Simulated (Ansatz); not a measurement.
SnSe:

```
CELL_PARAMETERS angstrom
0.00000 3.39084 3.39084
3.39084 0.00000 3.39084
3.39084 3.39084 0.00000
ATOMIC_POSITIONS crystal
Sn 0.00000 0.00000 0.00000
Se 0.75000 0.75000 0.75000
```

The cell was built by a generator and needn't be a form met in nature.

Base run:

```yaml
Program: Ansatz 0.2.0
Functional: r2SCAN0 form with a typed share of exact exchange
Potentials_or_basis: Ansatz PAW
Cutoff: "500 eV (not typed: the program's choice for these potentials)"
k_mesh: 4 × 4 × 4
Occupations: fermi-dirac, width 0.05 eV
Spin: no spin polarisation
```

Its results: band gap on the k mesh 0.65 eV, indirect (least direct gap 1.37 eV); pressure -1.0 GPa.

Task: After a change of settings the same cell gave: band gap on the k mesh 2.00 eV, indirect (least direct gap 2.83 eV); pressure -1.2 GPa. Which change was it?
A. share of exact exchange from 0.15 to 0.5
B. share of exact exchange from 0.15 to 0.1
C. share of exact exchange from 0.15 to 0.35
D. functional from r2SCAN0 form with a typed share of exact exchange to r2SCAN0; share of exact exchange from 0.15 to 0.25

Result: A.

Caveats: spin-orbit coupling is left out, which moves the levels of the heavy elements; the PAW data sets come from PBE, with cores solved anew for the run's functional, which leaves a small shift of forces and pressure; the thresholds are loose for stress.
